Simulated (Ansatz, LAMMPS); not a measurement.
# Relaxing amorphous SiO2 (96 atoms), part 3 of 4

Wanted: the relaxed structure of amorphous SiO2 (96 atoms) and its electronic structure.

Ansatz 0.2.0; Kohn-Sham DFT, PBE, PAW (set soft_2), plane waves.

The cell: 32 Si and 64 O. The quench rate of 50 K/ps is many orders above laboratory rates. The starting topology of bonds comes from the classical model. Only the Γ point is sampled in the main run, in a cell whose shortest periodic width is 11 Å.

So far. Step 4 (Relaxation): The relaxation changed the energy by -54.7 meV/atom, and atoms moved by 0.40 Å r.m.s., 1.3 Å at most.

### Step 6. Single point at the relaxed geometry

One more single point at the end of the walk gives the fuller output and checks the residual forces.

The input, input.yaml:

```yaml
crystal:
  lattice:
    - [11.1551, 0.0, 0.0]
    - [0.0, 11.1551, 0.0]
    - [0.0, 0.0, 11.1551]
  atoms:
    - { symbol: Si, position: [0.28129, 0.23638, 0.66622] }
    - { symbol: Si, position: [0.5153, 0.60305, 0.8957] }
    - { symbol: Si, position: [0.66585, 0.02336, 0.98097] }
    - { symbol: Si, position: [0.72559, 0.44205, 0.05847] }
    - { symbol: Si, position: [0.56585, 0.51125, 0.52608] }
    - { symbol: Si, position: [0.1465, 0.41157, 0.2779] }
    - { symbol: Si, position: [0.86321, 0.69367, 0.97496] }
    - { symbol: Si, position: [0.50493, 0.14474, 0.51085] }
    - { symbol: Si, position: [0.02074, 0.23214, 0.75145] }
    - { symbol: Si, position: [0.94305, 0.48524, 0.64822] }
    - { symbol: Si, position: [0.13714, 0.75437, 0.91411] }
    - { symbol: Si, position: [0.82617, 0.24808, 0.9287] }
    - { symbol: Si, position: [0.70566, 0.43748, 0.75217] }
    - { symbol: Si, position: [0.7206, 0.21256, 0.33781] }
    - { symbol: Si, position: [0.52335, 0.75238, 0.67132] }
    - { symbol: Si, position: [0.17894, 0.59468, 0.7134] }
    - { symbol: Si, position: [0.97101, 0.83953, 0.18614] }
    - { symbol: Si, position: [0.59868, 0.78087, 0.10945] }
    - { symbol: Si, position: [0.88811, 0.44317, 0.37462] }
    - { symbol: Si, position: [0.17432, 0.64907, 0.15746] }
    - { symbol: Si, position: [0.73635, 0.86019, 0.78901] }
    - { symbol: Si, position: [0.35747, 0.81231, 0.22878] }
    - { symbol: Si, position: [0.30534, 0.41018, 0.87498] }
    - { symbol: Si, position: [0.14953, 0.01601, 0.52484] }
    - { symbol: Si, position: [0.93104, 0.9922, 0.6476] }
    - { symbol: Si, position: [0.17427, 0.97162, 0.07996] }
    - { symbol: Si, position: [0.38421, 0.89721, 0.47948] }
    - { symbol: Si, position: [0.55318, 0.23512, 0.0992] }
    - { symbol: Si, position: [0.29657, 0.46254, 0.51124] }
    - { symbol: Si, position: [0.27065, 0.24355, 0.09999] }
    - { symbol: Si, position: [0.70269, 0.58792, 0.28139] }
    - { symbol: Si, position: [0.91138, 0.00768, 0.39251] }
    - { symbol: O, position: [0.47714, 0.7121, 0.8041] }
    - { symbol: O, position: [0.99717, 0.35565, 0.67935] }
    - { symbol: O, position: [0.03558, 0.95952, 0.12879] }
    - { symbol: O, position: [0.67121, 0.90476, 0.06981] }
    - { symbol: O, position: [0.01243, 0.38516, 0.32824] }
    - { symbol: O, position: [0.89637, 0.48492, 0.51182] }
    - { symbol: O, position: [0.25295, 0.34011, 0.99256] }
    - { symbol: O, position: [0.80562, 0.56069, 0.00775] }
    - { symbol: O, position: [0.43668, 0.20417, 0.61661] }
    - { symbol: O, position: [0.82883, 0.33799, 0.04597] }
    - { symbol: O, position: [0.63546, 0.21186, 0.22021] }
    - { symbol: O, position: [0.19767, 0.48807, 0.81177] }
    - { symbol: O, position: [0.2702, 0.58008, 0.59796] }
    - { symbol: O, position: [0.26021, 0.91289, 0.18495] }
    - { symbol: O, position: [0.8652, 0.91408, 0.74966] }
    - { symbol: O, position: [0.65132, 0.96503, 0.84735] }
    - { symbol: O, position: [0.23015, 0.47122, 0.38172] }
    - { symbol: O, position: [0.84714, 0.56561, 0.30218] }
    - { symbol: O, position: [0.85401, 0.97479, 0.52357] }
    - { symbol: O, position: [0.20088, 0.67226, 0.01635] }
    - { symbol: O, position: [0.60498, 0.35192, 0.02485] }
    - { symbol: O, position: [0.1692, 0.89432, 0.95233] }
    - { symbol: O, position: [0.937, 0.13357, 0.68076] }
    - { symbol: O, position: [0.07119, 0.73659, 0.21382] }
    - { symbol: O, position: [0.62596, 0.19358, 0.45447] }
    - { symbol: O, position: [0.19416, 0.72409, 0.78248] }
    - { symbol: O, position: [0.16236, 0.20603, 0.75809] }
    - { symbol: O, position: [0.78278, 0.11379, 0.97256] }
    - { symbol: O, position: [0.8286, 0.51499, 0.73393] }
    - { symbol: O, position: [0.99605, 0.70784, 0.91308] }
    - { symbol: O, position: [0.30018, 0.67818, 0.22542] }
    - { symbol: O, position: [0.41611, 0.81837, 0.36301] }
    - { symbol: O, position: [0.76625, 0.75365, 0.88328] }
    - { symbol: O, position: [0.19902, 0.28805, 0.22044] }
    - { symbol: O, position: [0.44078, 0.44662, 0.4868] }
    - { symbol: O, position: [0.66306, 0.71883, 0.22787] }
    - { symbol: O, position: [0.04214, 0.5898, 0.66304] }
    - { symbol: O, position: [0.24265, 0.34533, 0.57475] }
    - { symbol: O, position: [0.55607, 0.11187, 0.01808] }
    - { symbol: O, position: [0.24077, 0.91402, 0.47246] }
    - { symbol: O, position: [0.53161, 0.63442, 0.59108] }
    - { symbol: O, position: [0.66725, 0.48624, 0.18353] }
    - { symbol: O, position: [0.21927, 0.11, 0.06227] }
    - { symbol: O, position: [0.46272, 0.02208, 0.45421] }
    - { symbol: O, position: [0.40485, 0.51109, 0.91971] }
    - { symbol: O, position: [0.35585, 0.31277, 0.77909] }
    [... 12 atom lines left out ...]
    - { symbol: O, position: [0.63718, 0.55179, 0.4061] }
    - { symbol: O, position: [0.65776, 0.8106, 0.67674] }
    - { symbol: O, position: [0.46752, 0.83364, 0.1385] }
    - { symbol: O, position: [0.62197, 0.51874, 0.83982] }
    - { symbol: O, position: [0.96511, 0.2381, 0.88673] }
    - { symbol: O, position: [0.74309, 0.30979, 0.81873] }
kpoints:
  mp_grid: { grid: [1, 1, 1] }
hamiltonian:
  xc: pbe
scf:
  occupations: { method: fermi_dirac, width: 0.025 }
output:
  forces: true
  stress: true
  populations: true
  dos:
    method: { smearing: { sigma: 0.08 } }
    de: 0.05
    projected: { site_lists: { O: [O], Si: [Si] } }
  eigenvalues: true
  write_density: true
  write_potential: true
  volumetric_format: npy
```

Started as:

```
$ ansatz run input.yaml --threads 4 --pin off --max-ram 8192MiB --backend cpu --events-out ev --progress --plain --runs-dir out
```

Numbers of over 12 decimals in the logs are rounded to 6 here.

Log:

```text
[...]
Crystal: 96 atoms, lattice volume = 1388.099 Å³
Basis set: ecut = 420 eV, 27201 PW (Γ), exchange–correlation on 150×150×150 points (8 copies of the dense FFT grid, shifted against one another)
Bands: 352, of which v1, the nominal top of the filled ones, is band 256 counted from 1 (255 counted from 0)
Symmetry: 1 space group operations
[...]
k-points: 1
[...]
SCF iter   1: F=—  HF=-56759.597428 eV  |F-HF|=—  |Δ(HF+E_count)|=         —  Δρ=2.20e-3  dr2=7.64e-2  ethr=1.77e-3  ⟨swp⟩=7.0  Hψ=1760  notcnv=0  defer=49
[...]
SCF iter   9: F=-56759.589800 eV  HF=-56759.589800 eV  |F-HF|=8.94e-9  |Δ(HF+E_count)|=   2.03e-9  Δρ=1.20e-6  dr2=2.00e-8  ethr=1.95e-11  ⟨swp⟩=19.0  Hψ=3133  notcnv=0
SCF 1 converged in 9 iterations: F = -56759.589800 eV  dr2 = 2.00e-8
[...]
WARN: The input density's exchange-correlation potential varies sharply where the density is thin. Do not read a vacuum level from v_tot or v_xc, or from such a field of the output density. On a cell that repeats whose density bears no net charge and no dipole along the vacuum's axis use v_es (v_loc + v_h of the components); [...]
SCF converged after 9 iterations
Free energy (F): -56759.589800 eV
[...]
Internal energy: -56759.589800 eV  (E = F + TS)
E sigma→0 (E₀):  -56759.589800 eV
Fermi energy:    3.904501 eV
[...]
--- Forces (eV/Å), atoms counted from 1 ---
  atom   1  Si    -0.01715754     0.02329231     0.01603054
  atom   2  Si    -0.00842729    -0.00439295     0.00983989
  atom   3  Si    -0.01821964     0.01831939     0.01177202
  atom   4  Si    -0.02962095    -0.01591288    -0.01082927
  atom   5  Si    -0.01598621     0.00918589    -0.02153751
  atom   6  Si     0.01036202    -0.01113611     0.00114052
  atom   7  Si    -0.00160858    -0.01219423     0.00528352
  atom   8  Si    -0.00074157     0.00134582     0.00094237
  atom   9  Si     0.00057582     0.00830983     0.00235434
  atom  10  Si     0.01062742    -0.00287687    -0.01138316
  atom  11  Si     0.00366777    -0.00335405    -0.00435608
  atom  12  Si    -0.00337736    -0.00727062     0.00990597
  atom  13  Si    -0.00998050    -0.00339971     0.02327913
  atom  14  Si    -0.00409179    -0.01224496    -0.01914735
[...]
atom  95  O      0.00949111    -0.00201055    -0.00726802
  atom  96  O     -0.00207545     0.00384742    -0.00562914
  max |Σ_I F_I| component: 2.79e-5 eV/Å
--- Stress (GPa, compression-positive) ---
        0.075920      -1.569691      -1.224216
       -1.569691      -1.561997       0.866804
       -1.224216       0.866801       0.730858
  P = ⅓ Tr σ = -0.2517 GPa (-2.517 kbar)
--- Band table (eV) ---
[...]
--- Löwdin populations: 96 sites ---
  site symbol       q [e]
     0     Si      2.2682
     1     Si      2.2276
     2     Si      2.2177
[...]
95      O      6.7806
  spilling = 0.013739 (of n_electrons = 512.000000)
```

Wall time 20 s (4 threads of Arm Neoverse V2, shared host); peak memory 1.6 GiB; 76 s of CPU time.

The program notes that the exchange-correlation potential is rough where the density is thin.

Numbers from this run:

```yaml
free_energy: -56759.5898 eV
free_energy_per_atom: -591.2457 eV/atom
scf_cycles: 9
pressure: -0.2517 GPa
r_m_s_force_component: 0.00721 eV/Å
longest_force: 0.03533 eV/Å
fermi_energy: 3.905 eV
spacing_of_highest_filled_and_lowest_empty_level: 3.891 eV
spilling_of_the_projection: 0.01374
```

Löwdin charges by element and coordination (they lack the spilled electrons, 0.073 e an atom on average):

```
element  coordination  atoms  mean charge (e)  spread   least    most
      O           all     64           -0.780  0.0135  -0.805  -0.713
     Si           all     32             1.78  0.0189    1.73    1.81
     Si             3      1             1.81       0    1.81    1.81
     Si             4     30             1.78  0.0167    1.73    1.81
     Si             5      1             1.73       0    1.73    1.73
```

Density of states as counts of states in windows of 1 eV (from the Fermi level), total and the larger projections:

```
from (eV)  to (eV)  total   O p  Si p  Si s
      -18      -12    0.0   0.0   0.0   0.0
      -12      -11   10.3   6.8   0.3   2.8
      -11      -10   17.0  11.4   1.0   3.8
      -10       -9   20.2  14.1   2.1   2.9
       -9       -8   23.2  17.3   3.9   1.3
       -8       -7   51.2  39.7  10.3   0.3
       -7       -6   17.3  13.5   2.5   0.1
       -6       -5   53.3  45.5   4.3   0.2
       -5       -4   73.7  68.0   2.8   0.1
       -4       -3   82.2  78.1   1.8   0.1
       -3       -2   34.0  33.0   0.3   0.0
       -2       -1    1.6   1.5   0.0   0.0
       -1        1    0.0   0.0   0.0   0.0
        1        2    1.7   0.2   0.1   0.9
        2        3    3.4   0.5   1.3   1.0
        3        4    2.8   0.4   1.0   0.8
        4        5   13.9   1.4   4.2   4.3
```

Between -23 and -18 eV lie 128 more states.

The levels nearest the highest filled one (over half full), pooled over k-points and spins:

```
level less the highest filled one (eV)  occupation
                                -0.607           2
                                -0.594           2
                                -0.578           2
                                -0.472           2
                                -0.291           2
                                     0           2
                                  3.89           0
                                  4.85           0
                                  4.94           0
                                  5.76           0
                                  6.13           0
                                  6.40           0
```

Valence density in the bc plane at fractional x = 0.651, with atoms of Si and O within 0.2 Å of it. It is the smooth field of the valence electrons, not physical close to the nuclei.

Ten steps, logarithmic in the rise over the least value, from '_' (0.0 e/Å³) to '@' (6.7 e/Å³), each cell a mean:
```
::::------::....::--++++==--::........::----::......::::--==--
++----::::..____....::::::..::------::................::--++++
##==::..________..........::==**##**--::............::--**%%%%
%%++::________..::::--::::--**%%@@##++::..........::::==##@@@@
**--..________..::--------==++##%%**==::____....::::--==**##%%
--..____________..::::::----==++++==::..____..::======----====
__________________....::======--::....____..::++##%%##++::....
____________________::==**##**==::..______..--**@@@@%%++--..__
__________________..::**%%@@%%++--..........::++##%%##==::____
____________________::++%%@@%%++--::..........::--==--::..____
______....::::::..__..--++**++==--::......______......________
______::==++**++--..__..::::--------::....____________________
____..--**%%@@##==::______..::==****++--..____________________
____..--++%%%%##==::..____..--**%%@@%%++::____________________
______::==++**++--::..____..--**%%@@%%++::..__________________
______..::--==--::::..____..::==******==::::....______________
______..::==++++==::..____....::--==----====++==::..__________
______..==**%%##**--..__..::========--==++##%%%%++::__________
______::==%%@@@@##==....::++##%%##++--==**%%@@@@**--..________
______..--**%%##++--....--**@@@@%%++----==**####++--::::::....
..____..::--====--::::::--++##%%**==::..::--====----==++++==::
::::::::::::::::----============--::....::::------==**%%@@##++
----------::::::--++**##**==--::::....::----------==**%%@@%%++
----====--::..::--++####**==--::......--====--::::--==******++
```
Columns run along b (11.2 Å), rows up along c (11.2 Å). Atoms in or near the plane, at fractional coordinates: Si at (0.02, 0.98), O at (0.21, 0.22), O at (0.97, 0.85), O at (0.72, 0.23), O at (0.49, 0.18), O at (0.42, 0.62), O at (0.55, 0.41), O at (0.81, 0.68).

Electrostatic potential energy in the bc plane at fractional x = 0.651, with atoms of Si and O within 0.2 Å of it. With pseudopotentials it is smooth inside the atoms' cores, unlike the true potential.

Values in eV, 13 rows by 16 columns, each cell a mean:
```
-36 -18   5   7   8   5   5   4   6   7   7   8   7   7   5 -16
-12   4   7   8   9   8   6  -1 -19   2   7   8   7   4  -4 -31
  1   9   9   9   8   5  -9 -18 -19   3   8   7   4  -3  -6 -18
  9   9   9   9   8   4 -14 -19   1   7   8   6 -11 -19   3   7
  8   8   8   8   9   7 -26 -22   5   7   8   7 -16 -21   7   8
  8   7   7   8   9   8 -10 -12  -2   4   8   8   8   8   9   9
  8   7  -7 -18   6   8   7   1  -5   1   8   9   9   9   9   9
  8   7  -8 -23   2   7   8   6 -28 -25   7   8   9   9   9   9
  8   6  -3 -15  -3   6   8   7  -9 -20  -2   6   9   9   9   9
  9   8  -2 -26  -4   8   9   2 -10 -28 -13 -26  -5   8   9   9
  9   8   0 -24  -3   7   5 -28 -24   1   0 -22 -14   0   7   9
  4   5   5   0   2   3  -1  -8   0   7   6  -5 -31 -16 -22  -4
-28 -11   4   4   4 -16 -12  -8   2   7   7   3  -4  -2 -21 -18
```
Columns run along b (11.2 Å; values clipped at the 3rd and 97th percentile), rows up along c (11.2 Å). Atoms in or near the plane, at fractional coordinates: Si at (0.02, 0.98), O at (0.21, 0.22), O at (0.97, 0.85), O at (0.72, 0.23), O at (0.49, 0.18), O at (0.42, 0.62), O at (0.55, 0.41), O at (0.81, 0.68).

Mean Löwdin charges: O -0.78, Si +1.78 e (they miss 1.4 % of the electrons, so they add up to more than the cell's charge). The largest share in the top eV of filled states is O p (98 % of the projected weight), and in the lowest eV of empty states Si s (43 % of the projected weight).

The surroundings of O41, whose charge lies farthest from its element's mean, nearest first, numbered as they follow in the input and with coordinates relative to it.

```
atom      x      y      z  distance (Å)  bonds  Löwdin charge (e)
 O41   0.00   0.00   0.00          0.00      2              -0.71
 Si8   0.76  -0.66  -1.18          1.55      3               1.81
 Si1  -1.73   0.36   0.55          1.85      5               1.73
 O78  -0.90   1.21   1.81          2.36      2              -0.79
 O80  -2.22  -0.94  -0.50          2.46      2              -0.79
 O70  -2.16   1.57  -0.47          2.72      2              -0.80
 O76   0.29  -2.03  -1.81          2.74      2              -0.76
 O57   2.11  -0.12  -1.81          2.78      2              -0.75
 O67   0.05   2.70  -1.45          3.07      2              -0.79
 O83   2.27   2.45   0.04          3.34      2              -0.77
 O59  -3.06   0.02   1.58          3.44      2              -0.78
Si29  -1.56   2.88  -1.18          3.48      4               1.78
Si27  -0.59  -3.42  -1.53          3.80      4               1.81
 Si5   1.44   3.43  -1.01          3.85      4               1.80
Si24  -3.20  -2.10  -1.02          3.96      4               1.76
Si23  -1.47   2.30   2.88          3.97      4               1.77
 O82  -0.07  -4.00  -0.10          4.00      2              -0.78
```

The column of bonds counts only the pairs O-Si within 2.16 Å; other neighbours, such as metal atoms beside each other in a compound, aren't counted, and periodic images can show an atom twice.

### Step 7. K-mesh 2×2×2

Large cells are often run on few k-points; this run checks whether the reference had enough.

input.yaml: that of step 6 with these lines changed.

```diff
@@ -8,3 +8,3 @@
 kpoints:
-  mp_grid: { grid: [1, 1, 1] }
+  mp_grid: { grid: [2, 2, 2] }
 hamiltonian:
@@ -22,4 +22 @@
   eigenvalues: true
-  write_density: true
-  write_potential: true
-  volumetric_format: npy
```

Log:

```text
[...]
Crystal: 96 atoms, lattice volume = 1388.099 Å³
Basis set: ecut = 420 eV, 27201 PW (Γ), exchange–correlation on 150×150×150 points (8 copies of the dense FFT grid, shifted against one another)
Bands: 352, of which v1, the nominal top of the filled ones, is band 256 counted from 1 (255 counted from 0)
Symmetry: 1 space group operations
[...]
k-points: 8
[...]
SCF iter   1: F=—  HF=-56759.625171 eV  |F-HF|=—  |Δ(HF+E_count)|=         —  Δρ=2.21e-3  dr2=7.74e-2  ethr=1.77e-3  ⟨swp⟩=7.0  Hψ=14080  notcnv=0  defer=388
[...]
SCF iter   8: F=—  HF=-56759.616323 eV  |F-HF|=—  |Δ(HF+E_count)|=   2.85e-7  Δρ=3.46e-6  dr2=1.56e-7  ethr=2.95e-10  ⟨swp⟩=2.0  Hψ=4141  notcnv=0  defer=723
SCF iter   9: F=-56759.616323 eV  HF=-56759.616323 eV  |F-HF|=9.91e-9  |Δ(HF+E_count)|=   2.68e-9  Δρ=1.25e-6  dr2=2.09e-8  ethr=1.95e-11  ⟨swp⟩=15.0  Hψ=16798  notcnv=0
SCF 1 converged in 9 iterations: F = -56759.616323 eV  dr2 = 2.09e-8
[...]
SCF converged after 9 iterations
Free energy (F): -56759.616323 eV
[...]
Internal energy: -56759.616323 eV  (E = F + TS)
E sigma→0 (E₀):  -56759.616323 eV
Fermi energy:    3.927626 eV
[...]
Σ components = -56759.616323   (vs F -56759.616323, Δ=0.00e0)
--- Forces (eV/Å), atoms counted from 1 ---
  atom   1  Si    -0.01621636     0.02222270     0.01730710
  atom   2  Si    -0.01118379    -0.00364718     0.00843041
  atom   3  Si    -0.01799601     0.01734531     0.00787081
  atom   4  Si    -0.02964400    -0.01359078    -0.01151115
[...]
atom  96  O     -0.00270587     0.00349606    -0.00522467
  max |Σ_I F_I| component: 3.07e-5 eV/Å
--- Stress (GPa, compression-positive) ---
        0.074761      -1.568032      -1.226135
       -1.568032      -1.559144       0.866154
       -1.226135       0.866151       0.731796
  P = ⅓ Tr σ = -0.2509 GPa (-2.509 kbar)
--- Band table (eV; the first three rows and the last of 8) ---
[...]
--- Löwdin populations: 96 sites ---
  site symbol       q [e]
     0     Si      2.2682
     1     Si      2.2278
     2     Si      2.2176
[...]
95      O      6.7806
  spilling = 0.013737 (of n_electrons = 512.000000)
```

It took 3.2 min on 4 threads; peak memory 6.2 GiB.

The program notes that it cut back its work space to fit the memory limit.

Geometry and reference: those of the single point at the relaxed geometry.

Forces differ from those of the single point at the relaxed geometry by 1.7 meV/Å r.m.s.; the energy by -0.28 meV/atom. It took 3.2 min and 9 cycles; the reference's time can't be set against it, since the two runs asked for unlike analyses.

(Part 3 of 4 ends here.)

[Logs are printed without paths, hosts, clocks, repeated set-up lines and the standing remarks that a program may print on its own settings, such as how far it seeks lower states.]

[Hosts, paths, dates, database ids (printed as entryN), source tags and the programs' standing remarks are cut or masked in the printed files.]
